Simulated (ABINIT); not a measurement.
# Ge (Fd-3m) in ABINIT: notebook

Aim: see how the results for Ge move with the level of theory and the settings. Levels: PBEsol, LDA, PBE. Tasks: single point, relaxation of cell and atoms.

Program: ABINIT 10.8.3 (patched build). These are calculated values, not measurements. Logs are shortened: lines on timing, memory, paths and dates and some standing lists are left out, and cuts for length are marked. The log counts tension as positive stress, the text compression.

**Measured values to compare with.**

“Electronic and optical properties of SixGe1-x-ySny alloys lattice-matched to Ge”, 2021, arxiv:2109.02782 reports, for a bulk crystal of Ge: band gap 0.807 eV (direct) at 300 K; band gap 0.666 eV (indirect) at 293 K.

“Temperature-dependent photoluminescence in Ge: experiment and theory”, 2020, arxiv:2003.00143 reports, for a bulk crystal of Ge at 0 K: band gap 0.744 eV (indirect).

The runs below are set against these values where they give the same quantity.

**1. The crystal as given**

It takes space group Fd-3m (No. 227, cubic). The conventional cell has a = 5.658 Å, b = 5.658 Å, c = 5.658 Å, α = 90.00°, β = 90.00°, γ = 90.00°. Ge (site symmetry -43m) is surrounded by 4 Ge at 2.45 Å.

**2. Single point, PBEsol**

The input, run.abi:

```
# Pseudopotentials
pp_dirpath "./"
pseudos "Ge.upf"

# Structure
acell 3*1.0 Angstrom
rprim
     0.0000000000     2.8289100000     2.8289100000
     2.8289100000     0.0000000000     2.8289100000
     2.8289100000     2.8289100000     0.0000000000
ntypat 1
znucl 32
natom 2
typat 1 1
xred
     0.7500000000     0.7500000000     0.7500000000
     0.5000000000     0.5000000000     0.5000000000

# Plane-wave basis
ecut 35.0

# k points
kptopt 1
ngkpt 6 6 6
nshiftk 1
shiftk 0.0 0.0 0.0

# Exchange and correlation
ixc -116133

# Bands and occupations
nband 18
occopt 3
tsmear 0.00183747

# SCF cycle
nstep 100
tolvrs 1.0e-10

# Output
iomode 3
prtwf 0
prtden 0
prteig 0
prtebands 0
prtvol 2
```

Potentials or basis: PseudoDojo NC SR PBEsol v0.4.1 standard.

On the command line:

```sh
$ abinit run.abi > log 2>&1
```

run.abo:

```text
.Version 10.8.3 of ABINIT
 Symmetries : space group Fd -3 m (#227); Bravais cF (face-center cubic)
================================================================================
 Values of the parameters that define the memory need of the present run
     intxc =       0    ionmov =       0      iscf =       7    lmnmax =       6
     lnmax =       6     mgfft =      45  mpssoang =       3    mqgrid =    3001
     natom =       2  nloc_mem =       1    nspden =       1   nspinor =       1
    nsppol =       1      nsym =      48    n1xccc =    2501    ntypat =       1
    occopt =       3   xclevel =       2
       mpw =        3042          nfft =       91125          nkpt =          16
================================================================================
================================================================================

--------------------------------------------------------------------------------
------------- Echo of variables that govern the present computation ------------
--------------------------------------------------------------------------------
 -outvars: echo values of preprocessed input variables --------
            acell      1.8897261259E+00  1.8897261259E+00  1.8897261259E+00 Bohr
              amu      7.26100000E+01
             ecut      3.50000000E+01 Hartree
              ixc     -116133
         kptrlatt        6    0    0      0    6    0      0    0    6
          kptrlen      4.53611699E+01
            natom           2
            nband          18
            ngfft          45      45      45
             nkpt          16
            nstep         100
             nsym          48
           ntypat           1
           occopt           3
           prtden           0
        prtebands           0
           prteig           0
           prtvol           2
            prtwf           0
            rprim      0.0000000000E+00  2.8289100000E+00  2.8289100000E+00
                       2.8289100000E+00  0.0000000000E+00  2.8289100000E+00
                       2.8289100000E+00  2.8289100000E+00  0.0000000000E+00
          spgroup         227
           tolvrs      1.00000000E-10
           tsmear      1.83747000E-03 Hartree
            typat      1  1
           xangst      4.2433650000E+00  4.2433650000E+00  4.2433650000E+00
                       2.8289100000E+00  2.8289100000E+00  2.8289100000E+00
            xcart      8.0187977023E+00  8.0187977023E+00  8.0187977023E+00
                       5.3458651348E+00  5.3458651348E+00  5.3458651348E+00
             xred      7.5000000000E-01  7.5000000000E-01  7.5000000000E-01
                       5.0000000000E-01  5.0000000000E-01  5.0000000000E-01
            znucl       32.00000

================================================================================

 chkinp: Checking input parameters for consistency.

================================================================================
== DATASET  1 ==================================================================

--- !DatasetInfo
iteration_state: {dtset: 1, }
dimensions: {natom: 2, nkpt: 16, mband: 18, nsppol: 1, nspinor: 1, nspden: 1, mpw: 3042, }
cutoff_energies: {ecut:  35.0, pawecutdg:  -1.0, }
electrons: {nelect:   2.80000000E+01, charge:   0.00000000E+00, occopt:   3.00000000E+00, tsmear:   1.83747000E-03, }
meta: {optdriver: 0, ionmov: 0, optcell: 0, iscf: 7, paral_kgb: 0, }
...

 Real(R)+Recip(G) space primitive vectors, cartesian coordinates (Bohr,Bohr^-1):
 R(1)=  0.0000000  5.3458651  5.3458651  G(1)= -0.0935302  0.0935302  0.0935302
 R(2)=  5.3458651  0.0000000  5.3458651  G(2)=  0.0935302 -0.0935302  0.0935302
 R(3)=  5.3458651  5.3458651  0.0000000  G(3)=  0.0935302  0.0935302 -0.0935302
 Unit cell volume ucvol=  3.0555120E+02 bohr^3
 Angles (23,13,12)=  6.00000000E+01  6.00000000E+01  6.00000000E+01 degrees

 getcut: wavevector=  0.0000  0.0000  0.0000  ngfft=  45  45  45
         ecut(hartree)=     35.000   => boxcut(ratio)=   2.18535

--- Pseudopotential description ------------------------------------------------
- pspini: atom type   1  psp file is ./Ge.upf
12 -116133 2 -1 1560                          pspcod,pspxc,lmax,lloc,mmax
     nproj     2     2     2

   1.72858076E+03                                ecore*ucvol(ha*bohr**3)
--------------------------------------------------------------------------------

================================================================================

--- !BeginCycle
iteration_state: {dtset: 1, }
solver: {iscf: 7, nstep: 100, nline: 4, wfoptalg: 0, }
tolerances: {tolvrs: 1.00E-10, }
...

     iter   Etot(hartree)      deltaE(h)  residm     vres2
 ETOT  1  -176.67301312136    -1.767E+02 8.178E-01 1.316E+02
 ETOT  2  -178.37120629411    -1.698E+00 1.953E-02 2.029E+02
 ETOT  3  -178.39499714573    -2.379E-02 5.007E-03 4.496E+01
 ETOT  4  -178.39783321509    -2.836E-03 9.663E-04 2.303E+01
 ETOT  5  -178.40076011416    -2.927E-03 7.853E-04 2.788E-02
 ETOT  6  -178.40076341627    -3.302E-06 5.533E-05 1.084E-03
[... 41 lines left out ...]
 ------------------------------------------------
 Atom  Sphere_radius  Integrated_density
    1        2.00000         11.55816886
    2        2.00000         11.56182534
================================================================================

 ----iterations are completed or convergence reached----

 Mean square residual over all n,k,spin=   14.524E-10; max=  21.440E-08
   0.0000  0.0000  0.0000    1  2.20647E-15 kpt; spin; max resid(k); each band:
  1.05E-15 1.04E-15 1.05E-15 3.05E-16 3.05E-16 1.81E-15 1.70E-15 1.70E-15
  2.18E-17 1.90E-17 4.05E-16 5.28E-17 1.37E-15 1.40E-15 1.04E-15 1.87E-15
  1.92E-15 2.21E-15
   0.1667  0.0000  0.0000    1  4.21469E-15 kpt; spin; max resid(k); each band:
  7.14E-16 6.90E-16 1.09E-15 5.27E-16 5.29E-16 1.06E-15 1.06E-15 1.35E-15
  6.33E-16 6.33E-16 1.95E-15 1.78E-15 1.03E-15 1.03E-15 3.08E-15 3.04E-15
  4.21E-15 2.83E-15
   0.3333  0.0000  0.0000    1  1.85675E-08 kpt; spin; max resid(k); each band:
  4.02E-16 4.20E-16 1.02E-15 1.41E-15 1.40E-15 5.28E-16 5.28E-16 1.12E-15
  7.05E-16 6.66E-16 2.19E-15 2.48E-15 1.50E-15 1.42E-15 3.62E-15 2.73E-15
  2.78E-15 1.86E-08
   0.5000  0.0000  0.0000    1  3.45726E-15 kpt; spin; max resid(k); each band:
  3.70E-16 3.62E-16 1.10E-15 1.88E-15 1.88E-15 2.23E-16 2.23E-16 1.07E-15
  6.47E-16 6.48E-16 1.27E-15 2.65E-15 4.57E-16 4.58E-16 3.46E-15 2.54E-15
  2.61E-15 1.88E-15
   0.1667  0.1667  0.0000    1  8.56511E-14 kpt; spin; max resid(k); each band:
[... 32 lines left out ...]
  1.69E-16 1.70E-16 2.09E-15 2.09E-15 1.48E-16 1.48E-16 3.06E-16 3.07E-16
  1.09E-15 1.09E-15 1.58E-15 1.58E-15 4.91E-16 3.04E-16 3.16E-15 3.16E-15
  4.03E-14 5.30E-14
   0.5000  0.3333  0.1667    1  3.61544E-13 kpt; spin; max resid(k); each band:
  1.12E-15 1.20E-15 1.12E-15 9.77E-16 5.98E-16 1.50E-15 1.89E-16 6.73E-16
  6.58E-16 5.51E-16 2.00E-15 1.74E-15 1.13E-15 1.28E-15 2.97E-15 2.23E-15
  3.53E-15 3.62E-13
  -0.3333  0.3333  0.1667    1  1.30230E-11 kpt; spin; max resid(k); each band:
  9.01E-16 1.08E-15 1.19E-15 1.33E-15 5.06E-16 1.25E-15 8.18E-16 2.78E-16
  4.53E-16 3.81E-16 1.73E-15 1.90E-15 1.17E-15 1.32E-15 2.96E-15 3.36E-15
  1.59E-13 1.30E-11
  -0.3333  0.5000  0.1667    1  3.50165E-15 kpt; spin; max resid(k); each band:
  1.13E-15 1.14E-15 1.53E-15 1.53E-15 7.79E-16 7.81E-16 3.53E-16 3.53E-16
  4.13E-16 4.15E-16 1.64E-15 1.64E-15 1.17E-15 1.17E-15 3.13E-15 3.13E-15
  3.50E-15 3.50E-15
 reduced coordinates (array xred) for    2 atoms
       0.750000000000      0.750000000000      0.750000000000
       0.500000000000      0.500000000000      0.500000000000
 rms dE/dt=  1.2665E-27; max dE/dt=  1.4810E-27; dE/dt below (all hartree)
    1       0.000000000000      0.000000000000      0.000000000000
    2       0.000000000000     -0.000000000000     -0.000000000000

 cartesian coordinates (angstrom) at end:
    1      4.24336500000000     4.24336500000000     4.24336500000000
    2      2.82891000000000     2.82891000000000     2.82891000000000

 cartesian forces (hartree/bohr) at end:
    1     -0.00000000000000    -0.00000000000000     0.00000000000000
    2      0.00000000000000     0.00000000000000    -0.00000000000000
 frms,max,avg= 1.5840650E-28 2.3295545E-28   0.000E+00  0.000E+00  0.000E+00 h/b

 cartesian forces (eV/Angstrom) at end:
    1     -0.00000000000000    -0.00000000000000     0.00000000000000
    2      0.00000000000000     0.00000000000000    -0.00000000000000
 frms,max,avg= 8.1455899E-27 1.1979051E-26   0.000E+00  0.000E+00  0.000E+00 e/A
 length scales=  1.889726125908  1.889726125908  1.889726125908 bohr
              =  1.000000000000  1.000000000000  1.000000000000 angstroms
 Fermi (or HOMO) energy (hartree) =   0.14502   Average Vxc (hartree)=  -0.37632
 Eigenvalues (hartree) for nkpt=  16  k points:
 kpt#   1, nband= 18, wtk=  0.00463, kpt=  0.0000  0.0000  0.0000 (reduced coord)
  -0.76903   -0.76903   -0.76903   -0.76769   -0.76769   -0.75994   -0.75994   -0.75994
  -0.75950   -0.75950   -0.32595    0.14369    0.14424    0.14424    0.14424    0.23729
   0.23729    0.23729
      occupation numbers for kpt#   1
   2.00000    2.00000    2.00000    2.00000    2.00000    2.00000    2.00000    2.00000
   2.00000    2.00000    2.00000    1.34716    1.20989    1.20989    1.20989    0.00000
   0.00000    0.00000
 kpt#   2, nband= 18, wtk=  0.03704, kpt=  0.1667  0.0000  0.0000 (reduced coord)
  -0.76947   -0.76947   -0.76886   -0.76708   -0.76708   -0.76060   -0.76060   -0.76013
  -0.75896   -0.75896   -0.31357    0.02711    0.12499    0.12499    0.17778    0.26274
   0.26274    0.29539
      occupation numbers for kpt#   2
   2.00000    2.00000    2.00000    2.00000    2.00000    2.00000    2.00000    2.00000
   2.00000    2.00000    2.00000    2.00000    1.99996    1.99996    0.00000    0.00000
   0.00000    0.00000
 kpt#   3, nband= 18, wtk=  0.03704, kpt=  0.3333  0.0000  0.0000 (reduced coord)
[... 96 lines left out ...]
  -0.77085   -0.77047   -0.76680   -0.76497   -0.76415   -0.76384   -0.76262   -0.76164
  -0.75786   -0.75749   -0.21585   -0.14544   -0.00931    0.03771    0.25372    0.27456
   0.36561    0.36634
      occupation numbers for kpt#  15
   2.00000    2.00000    2.00000    2.00000    2.00000    2.00000    2.00000    2.00000
   2.00000    2.00000    2.00000    2.00000    2.00000    2.00000    0.00000    0.00000
   0.00000    0.00000
 kpt#  16, nband= 18, wtk=  0.05556, kpt= -0.3333  0.5000  0.1667 (reduced coord)
  -0.77067   -0.77067   -0.76605   -0.76605   -0.76365   -0.76365   -0.76230   -0.76230
  -0.75762   -0.75762   -0.18018   -0.18018    0.00610    0.00610    0.24102    0.24102
   0.38389    0.38389
      occupation numbers for kpt#  16
   2.00000    2.00000    2.00000    2.00000    2.00000    2.00000    2.00000    2.00000
   2.00000    2.00000    2.00000    2.00000    2.00000    2.00000    0.00000    0.00000
   0.00000    0.00000
 Total charge density [el/Bohr^3]
)     Maximum=    2.0291E+00  at reduced coord.    0.7556    0.7778    0.8222
)Next maximum=    2.0291E+00  at reduced coord.    0.6444    0.7778    0.8222
)     Minimum=    2.6600E-03  at reduced coord.    0.0000    0.0000    0.0000
)Next minimum=    2.6715E-03  at reduced coord.    0.2444    0.2444    0.2444
   Integrated=    2.8000E+01

--- !EnergyTerms
iteration_state     : {dtset: 1, }
comment             : Components of total free energy in Hartree
kinetic             :  1.33971736111090E+02
hartree             :  5.53084623573134E+01
xc                  : -4.31921865963968E+01
Ewald energy        : -9.87503790331824E+01
psp_core            :  5.65725407198857E+00
local_psp           : -1.37078715410117E+02
non_local_psp       : -9.43168628322455E+01
internal            : -1.78400691331549E+02
'-kT*entropy'       : -7.22037644211991E-05
total_energy        : -1.78400763535314E+02
total_energy_eV     : -4.85453208313735E+03
band_energy         : -1.57907038942578E+01
...

 Cartesian components of stress tensor (hartree/bohr^3)
  sigma(1 1)=  4.12265479E-05  sigma(3 2)=  0.00000000E+00
  sigma(2 2)=  4.12265479E-05  sigma(3 1)=  0.00000000E+00
  sigma(3 3)=  4.12265479E-05  sigma(2 1)=  0.00000000E+00

-Cartesian components of stress tensor (GPa)         [Pressure= -1.2129E+00 GPa]
- sigma(1 1)=  1.21292692E+00  sigma(3 2)=  0.00000000E+00
- sigma(2 2)=  1.21292692E+00  sigma(3 1)=  0.00000000E+00
- sigma(3 3)=  1.21292692E+00  sigma(2 1)=  0.00000000E+00

== END DATASET(S) ==============================================================
================================================================================

 -outvars: echo values of variables after computation  --------
            acell      1.8897261259E+00  1.8897261259E+00  1.8897261259E+00 Bohr
           etotal     -1.7840076354E+02
            fcart     -2.3295544955E-28 -6.2960932310E-30  1.4481014431E-28
                       2.3295544955E-28  6.2960932310E-30 -1.4481014431E-28
            rprim      0.0000000000E+00  2.8289100000E+00  2.8289100000E+00
                       2.8289100000E+00  0.0000000000E+00  2.8289100000E+00
                       2.8289100000E+00  2.8289100000E+00  0.0000000000E+00
           strten      4.1226547948E-05  4.1226547948E-05  4.1226547948E-05
                       0.0000000000E+00  0.0000000000E+00  0.0000000000E+00
           xangst      4.2433650000E+00  4.2433650000E+00  4.2433650000E+00
                       2.8289100000E+00  2.8289100000E+00  2.8289100000E+00
             xred      7.5000000000E-01  7.5000000000E-01  7.5000000000E-01
                       5.0000000000E-01  5.0000000000E-01  5.0000000000E-01
 Calculation completed.
```

Wall time 31 s (1 thread of Arm Neoverse V1, shared host); peak memory 0.09 GiB.

What came out:

```yaml
Free_energy: -4854.5321 eV
Pressure: -1.2 GPa
Band_gap_on_the_k_mesh: none (metal or under the smearing width)
Valence_electrons_inside_the_program's_atomic_spheres: Ge 11.56 (radii [1.0584] Å)
```

Caveat: this crystal is a semiconductor, whose small gap the functional closes, so the metal is an error of the method.

**3. Single point, LDA**

Changes to run.abi since step 2:

```diff
@@ -28,3 +28,3 @@
 # Exchange and correlation
-ixc -116133
+ixc 7
 
@@ -33,3 +33,3 @@
 occopt 3
-tsmear 0.00183747
+tsmear 0.05 eV
 
@@ -42,5 +42,9 @@
 prtwf 0
-prtden 0
 prteig 0
 prtebands 0
-prtvol 2
+enunit 1
+prtden 1
+prtvha 1
+prtvclmb 1
+prtpot 1
+prtelf 1
```

Potentials or basis: PseudoDojo NC SR LDA v0.4.1 standard.

On the command line:

```sh
$ abinit run.abi > log 2>&1
```

run.abo:

```text
.Version 10.8.3 of ABINIT
 Symmetries : space group Fd -3 m (#227); Bravais cF (face-center cubic)
================================================================================
 Values of the parameters that define the memory need of the present run
     intxc =       0    ionmov =       0      iscf =       7    lmnmax =       6
     lnmax =       6     mgfft =      45  mpssoang =       3    mqgrid =    3001
     natom =       2  nloc_mem =       1    nspden =       1   nspinor =       1
    nsppol =       1      nsym =      48    n1xccc =    2501    ntypat =       1
    occopt =       3   xclevel =       1
       mpw =        3042          nfft =       91125          nkpt =          16
================================================================================
================================================================================

--------------------------------------------------------------------------------
------------- Echo of variables that govern the present computation ------------
[... 210 lines left out ...]
- sigma(3 3)=  3.15119058E+00  sigma(2 1)=  0.00000000E+00

== END DATASET(S) ==============================================================
================================================================================

 -outvars: echo values of variables after computation  --------
            acell      1.8897261259E+00  1.8897261259E+00  1.8897261259E+00 Bohr
           etotal     -1.7846743357E+02
            fcart     -3.9350582694E-31  3.6235512331E-48  3.9350582694E-31
                       3.9350582694E-31 -3.6235512331E-48 -3.9350582694E-31
            rprim      0.0000000000E+00  2.8289100000E+00  2.8289100000E+00
                       2.8289100000E+00  0.0000000000E+00  2.8289100000E+00
                       2.8289100000E+00  2.8289100000E+00  0.0000000000E+00
           strten      1.0710679065E-04  1.0710679065E-04  1.0710679065E-04
                       0.0000000000E+00  0.0000000000E+00  0.0000000000E+00
           xangst      4.2433650000E+00  4.2433650000E+00  4.2433650000E+00
                       2.8289100000E+00  2.8289100000E+00  2.8289100000E+00
             xred      7.5000000000E-01  7.5000000000E-01  7.5000000000E-01
                       5.0000000000E-01  5.0000000000E-01  5.0000000000E-01
 Calculation completed.
```

Run time: 31 s. Hardware: 1 thread of Arm Neoverse V1, shared host; peak memory 0.08 GiB.

What came out:

```yaml
Free_energy: -4856.3463 eV
Band_gap_on_the_k_mesh: none (metal or under the smearing width)
Valence_electrons_inside_the_program's_atomic_spheres: Ge 11.58 (radii [1.0584] Å)
```

Levels at points of the mesh, in eV from the Fermi level:
```csv
k point,band 11,band 12,band 13,band 14,band 15,band 16,band 17,band 18
"(0.00, 0.00, 0.00)",-12.80,-0.17,0.02,0.02,0.02,2.55,2.55,2.55
"(0.50, 0.00, 0.00)",-10.71,-7.62,-1.38,-1.38,0.07,3.74,3.74,7.01
"(0.50, 0.50, 0.00)",-8.92,-8.92,-3.05,-3.05,0.69,0.69,9.43,9.43
```

Caveat: the cutoff is too short for stress, so the log's stress isn't used; this crystal is a semiconductor, whose small gap the functional closes, so the metal is an error of the method.

**4. Single point, PBEsol**

The input, run.abi:

```
pp_dirpath "./"
pseudos "Ge.upf"

acell 4.0006828887 4.0006828887 4.0006828887 Angstrom
rprim
     0.0000000000     0.7071067812     0.7071067812
     0.7071067812     0.0000000000     0.7071067812
     0.7071067812     0.7071067812     0.0000000000
ntypat 1
znucl 32
natom 2
typat 1 1
xred
     0.7500000000     0.7500000000     0.7500000000
     0.5000000000     0.5000000000     0.5000000000

ecut 35.0

kptopt 1
ngkpt 6 6 6
nshiftk 1
shiftk 0.0 0.0 0.0

ixc -116133

nband 18
occopt 3
tsmear 0.05 eV

nstep 100
tolvrs 1.0e-10

iomode 3
prtwf 0
prtden 0
prteig 0
prtebands 0
enunit 1
prtvol 2
```

Potentials or basis: PseudoDojo NC SR PBEsol v0.4.1 standard.

On the command line:

```sh
$ abinit run.abi > log 2>&1
```

Run time: 24 s. Hardware: 1 thread of Arm Neoverse V2, shared host; peak memory 0.09 GiB.

The run converged. Its results:

```
Free energy                                           : -4854.5321 eV
Pressure                                              : -1.2 GPa
Band gap on the k mesh                                : none (metal or under the smearing width)
Valence electrons inside the program's atomic spheres : Ge 11.56 (radii [1.0584] Å)
```

Levels at points of the mesh, in eV from the Fermi level:
| k point | band 11 | band 12 | band 13 | band 14 | band 15 | band 16 | band 17 | band 18 |
| --- | --- | --- | --- | --- | --- | --- | --- | --- |
| (0.00, 0.00, 0.00) | -12.82 | -0.04 | -0.02 | -0.02 | -0.02 | 2.51 | 2.51 | 2.51 |
| (0.50, 0.00, 0.00) | -10.72 | -7.65 | -1.43 | -1.43 | 0.10 | 3.68 | 3.68 | 6.96 |
| (0.50, 0.50, 0.00) | -8.92 | -8.92 | -3.11 | -3.11 | 0.64 | 0.64 | 9.46 | 9.46 |

Caveat: this crystal is a semiconductor, whose small gap the functional closes, so the metal is an error of the method.

(Continued in part 2 of 2.)
